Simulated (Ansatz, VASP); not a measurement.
ZnO in VASP and in Ansatz

```
Zn O
1.0
     5.60857    0.00000    0.00000
     0.00000    5.60857    0.00000
     0.00000    0.00000    3.27897
Zn O
4 4
Direct
  0.18167 0.18167 0.50000
  0.81833 0.81833 0.50000
  0.68167 0.31833 0.00000
  0.31833 0.68167 0.00000
  0.81844 0.18156 0.50000
  0.18156 0.81844 0.50000
  0.68156 0.68156 0.00000
  0.31844 0.31844 0.00000
```

Alike in both runs: task single point; functional PBE; k mesh 4 × 4 × 6; no spin polarisation.

```csv
,VASP,Ansatz
version,VASP 6.6.1,Ansatz 0.2.0
potentials or method,"VASP PAW PBE potentials, release 64 (Zn, O)","plane waves, PAW"
plane-wave cutoff (eV),520,420
occupations,"gaussian, width 0.01 eV",fixed
valence electrons in the cell,72,72
```

|  | VASP | Ansatz | Ansatz less VASP |
| --- | --- | --- | --- |
| gap on the k mesh at the Fermi level (eV) | 0.74 | 0.76 | +0.015 |
| pressure (GPa) | 0.8 | 0.0 | -0.82 |
| largest component of the traceless stress (GPa) | 0.16 | 0.00 | -0.157 |
